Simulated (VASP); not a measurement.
# Al (Fm-3m) in VASP: single point with PBEsol

Aim: the single point of Al with PBEsol.

Everything below comes from runs of VASP 6.6.1. Logs are shortened: lines on timing, memory, paths and dates and some standing lists are left out, and cuts for length are marked.

## (1) The structure

The structure is cubic, space group Fm-3m (No. 225). Conventional cell: a = 4.016 Å, b = 4.016 Å, c = 4.016 Å, α = 90.00°, β = 90.00°, γ = 90.00°. Al (site symmetry m-3m) is surrounded by 12 Al at 2.84 Å.

## (2) Single point, PBEsol

File INCAR:

```
PREC     = Accurate       # precision mode
ENCUT    = 520            # plane-wave cutoff, eV
EDIFF    = 1E-6           # SCF threshold, eV
ISMEAR   = 1              # smearing method
SIGMA    = 0.1            # smearing width, eV
LREAL    = F              # projectors in reciprocal space
LASPH    = T              # aspherical terms in the spheres
NELM     = 80             # most SCF steps
ALGO     = Normal         # electronic algorithm
ISIF     = 2              # what is computed and relaxed
LWAVE    = F              # write WAVECAR
LCHARG   = F              # write CHGCAR
GGA      = PS             # functional
ICORELEVEL= 1
```

File KPOINTS:

```
Automatic mesh
0
Gamma
  14 10 37
```

File POSCAR:

```
Al
1.0
    2.8394891000      0.0000000000      0.0000000000
    0.0000000000      4.0156440000      0.0000000000
    1.4197445500      2.0078220000      1.4197445500
Al
1
Direct
    0.0000000000      0.0000000000      0.0000000000
```

Potentials or basis: VASP PAW PBE potentials, release 64 (Al).

Run with:

```bash
$ cat potpaw_PBE.64/Al/POTCAR > POTCAR
$ mpirun -np 1 vasp_std > vasp.out
```

OUTCAR:

```text
PREC = Accurate
   ENCUT = 520
   EDIFF = 1E-6
   ISMEAR = 1
   LREAL = F
   LASPH = T
   NELM = 80
   ISIF = 2
   GGA = PS

 ion  position               nearest neighbor table
   1  0.000  0.000  0.000-

  LATTYP: Found a face centered cubic cell.
 ALAT       =     4.0156439977

  Lattice vectors:

 A1 = (   1.4197445500,  -2.0078220000,  -1.4197445500)
 A2 = (   2.8394891000,   0.0000000000,   0.0000000000)
 A3 = (   1.4197445500,  -2.0078220000,   1.4197445500)

Analysis of symmetry for initial positions (statically):
=====================================================================
 Subroutine PRICEL returns:
 Original cell was already a primitive cell.

 Routine SETGRP: Setting up the symmetry group for a
 face centered cubic supercell.

 Subroutine GETGRP returns: Found 48 space group operations
 (whereof 48 operations were pure point group operations)
 out of a pool of 48 trial point group operations.

The static configuration has the point symmetry O_h .

Analysis of symmetry for dynamics (positions and initial velocities):
=====================================================================
 Subroutine PRICEL returns:
 Original cell was already a primitive cell.

 Routine SETGRP: Setting up the symmetry group for a
 face centered cubic supercell.

 Subroutine GETGRP returns: Found 48 space group operations
 (whereof 48 operations were pure point group operations)
 out of a pool of 48 trial point group operations.

The dynamic configuration has the point symmetry O_h .

 Subroutine INISYM returns: Found 48 space group operations
 (whereof 48 operations are pure point group operations),
 and found     1 'primitive' translations

----------------------------------------------------------------------------------------

                                     Primitive cell

  volume of cell :      16.1885

  direct lattice vectors                    reciprocal lattice vectors
     2.839489100  0.000000000  0.000000000     0.352176031  0.000000000 -0.352176031
     0.000000000  4.015644000  0.000000000     0.000000000  0.249026059 -0.352176031
     1.419744550  2.007822000  1.419744550     0.000000000  0.000000000  0.704352061

  length of vectors
     2.839489100  4.015644000  2.839489102     0.498052119  0.431325787  0.704352061

  position of ions in fractional coordinates (direct lattice)
     0.000000000  0.000000000  0.000000000
[... 94 lines left out ...]
   LSORBIT =      F    spin-orbit coupling
   LASPH  =      T    aspherical Exc in radial PAW
   ENCUT  =  520.0 eV  38.22 Ry    6.18 a.u.   5.28  7.47  5.28*2*pi/ulx,y,z
   NELM   =     80;   NELMIN=  2; NELMDL= -5     # of ELM steps
   EDIFF  = 0.1E-05   stopping-criterion for ELM
   LREAL  =      F    real-space projection
   EDIFFG = 0.1E-04   stopping-criterion for IOM
   NSW    =      0    number of steps for IOM
   IBRION =     -1    ionic relax: 0-MD 1-quasi-New 2-CG
   NFREE  =      0    steps in history (QN), initial steepest desc. (CG)
   ISIF   =      2    stress and relaxation
   ISYM   =      2    0-nonsym 1-usesym 2-fastsym
   POTIM  = 0.5000    time-step for ionic-motion
   TEBEG  =    0.0;   TEEND  =   0.0 temperature during run
   PSTRESS=    0.0 pullay stress
   NELECT =       3.0000    total number of electrons
   NUPDOWN=      -1.0000    fix difference up-down
   EMIN   =  10.00;   EMAX   =-10.00  energy-range for DOS
   EFERMI =   0.00;   METHOD = LEGACY
   ISMEAR =     1;   SIGMA  =   0.10  broadening in eV -4-tet -1-fermi 0-gaus
   EFERMI_NEDOS =   21; number of points for ismear=-14 and -15
   IALGO  =     38    algorithm
   IMIX   =      4    mixing-type and parameters
     AMIX     =   0.40;   BMIX     =  1.00
     AMIX_MAG =   1.60;   BMIX_MAG =  1.00
  volume/ion in A,a.u.               =      16.19       109.25
  Fermi-wavevector in a.u.,A,eV,Ry     =   0.933355  1.763785 11.852728  0.871151
  Thomas-Fermi vector in A             =   2.060048
   LORBIT       =      0    0 simple, 1 ext, 2 COOP (PROOUT), +10 PAW based schemes
   GGA     = PS    functional components
   LHFCALC =     F    Hartree Fock is set to
   AEXX    =    0.0000 exact exchange contribution
   IVDW    =     0    specifies the selected vdW correction
   LEPSILON=     F    determine dielectric tensor
   LRPA    =     F    only Hartree local field effects (RPA)
 non-spin polarized calculation
 Methfessel and Paxton  Order N= 1 SIGMA  =   0.10
  energy-cutoff  :      520.00
  volume of cell :       16.19
 maximum number of plane-waves:       452
 NGX is ok and might be reduce to    24
   NGX = 11   NGY = 15   NGZ = 11

 number of electron       3.0000000 magnetization

 Free energy of the ion-electron system (eV)
  ---------------------------------------------------
  ext. energy  EPLUGINS =         0.00000000
  ---------------------------------------------------
  free energy    TOTEN  =        -4.08897357 eV

  energy without entropy =       -4.08873143  energy(sigma->0) =       -4.08889286

 the core state eigenenergies are
   1-  1s  -1497.9522  2s    -95.2047  2p    -56.6634

 E-fermi :   8.1690     XC(G=0): -10.3265

 val. band max:        8.1687643201   @ k =  -0.1429   0.1000   0.4595
 cond. band min:       8.1711697970   @ k =  -0.2143  -0.4000   0.0541
 fundamental gap:      0.0024054769
 Fermi energy:         8.1689883005

 k-point     1 :       0.0000    0.0000    0.0000
  band No.  band energies     occupation
      1      -3.1124      2.00000
      2      20.8503      0.00000
      3      20.8503      0.00000
      4      20.8503      0.00000
      5      22.4869      0.00000
[... 281 lines left out ...]
 k-point    37 :       0.0000    0.3000   -0.0000
  band No.  band energies     occupation

------------------------ aborting loop because EDIFF is reached ----------------------------------------

  FORCE on cell =-STRESS in cart. coord.  units (eV):
  Direction    XX          YY          ZZ          XY          YZ          ZX
  --------------------------------------------------------------------------------------
  -------------------------------------------------------------------------------------
  Total        0.0012312      0.0012312      0.0012312      0.0000000     -0.0000000     -0.0000000
  in kB        0.1218510      0.1218510      0.1218510      0.0000000     -0.0000000     -0.0000000
  external PRESSURE =       0.1218510 kB  Pullay stress =       0.0000000 kB

 VOLUME and BASIS-vectors are now :
 -----------------------------------------------------------------------------
  energy-cutoff  :      520.00
  volume of cell :       16.19
      direct lattice vectors                 reciprocal lattice vectors
     2.839489100  0.000000000  0.000000000     0.352176031  0.000000000 -0.352176031
     0.000000000  4.015644000  0.000000000     0.000000000  0.249026059 -0.352176031
     1.419744550  2.007822000  1.419744550     0.000000000  0.000000000  0.704352061

 POSITION                                       TOTAL-FORCE (eV/Angst)
 -----------------------------------------------------------------------------------
      0.00000      0.00000      0.00000         0.000000      0.000000      0.000000
 -----------------------------------------------------------------------------------
    total drift:                                0.000000      0.000000     -0.000000

  FREE ENERGIE OF THE ION-ELECTRON SYSTEM (eV)
  ---------------------------------------------------
  free  energy   TOTEN  =        -4.0889735667 eV

  energy  without entropy=       -4.0887314325  energy(sigma->0) =       -4.08889286
```

OSZICAR:

```text
N       E                     dE             d eps       ncg     rms          rms(c)
DAV:   1    -0.191220708124E+01   -0.19122E+01   -0.86877E+02 27265   0.328E+02
DAV:   2    -0.409834888279E+01   -0.21861E+01   -0.20208E+01 32935   0.312E+01
DAV:   3    -0.411772348579E+01   -0.19375E-01   -0.19121E-01 33580   0.344E+00
DAV:   4    -0.411778937594E+01   -0.65890E-04   -0.65888E-04 34595   0.192E-01
DAV:   5    -0.411778977336E+01   -0.39741E-06   -0.39680E-06 34250   0.125E-02    0.143E+00
DAV:   6    -0.410060057246E+01    0.17189E-01   -0.21152E-03 30265   0.307E-01    0.811E-01
DAV:   7    -0.408898862086E+01    0.11612E-01   -0.58052E-03 29225   0.491E-01    0.171E-01
DAV:   8    -0.408897433637E+01    0.14284E-04   -0.31400E-05 33845   0.583E-02    0.106E-02
DAV:   9    -0.408897356673E+01    0.76963E-06   -0.52856E-07 31140   0.526E-03
   1 F= -.40889736E+01 E0= -.40888929E+01  d E =-.242134E-03
```

Wall time 55 s (1 thread of Intel Xeon 6975P-C (Granite Rapids), shared host); peak memory 0.33 GiB.

What came out:

```
Free energy            : -4.0890 eV
Pressure               : 0.0 GPa
Band gap on the k mesh : none (metal or under the smearing width)
```

Levels at points of the mesh, in eV from the Fermi level:
| k point | band 1 | band 2 | band 3 | band 4 |
| --- | --- | --- | --- | --- |
| (0.00, 0.00, 0.00) | -11.28 | 12.68 | 12.68 | 12.68 |
| (0.50, 0.00, 0.00) | -2.98 | -1.63 | 5.24 | 5.66 |
| (0.00, 0.50, 0.00) | -4.69 | -4.42 | 11.50 | 11.50 |

Core levels (eV, on the scale of the bands):
| atom | levels |
| --- | --- |
| 1 Al | 1s -1498.0, 2s -95.2, 2p -56.7 |

Caveat: the PAW data sets were made with another functional, which shifts forces and pressure a little.
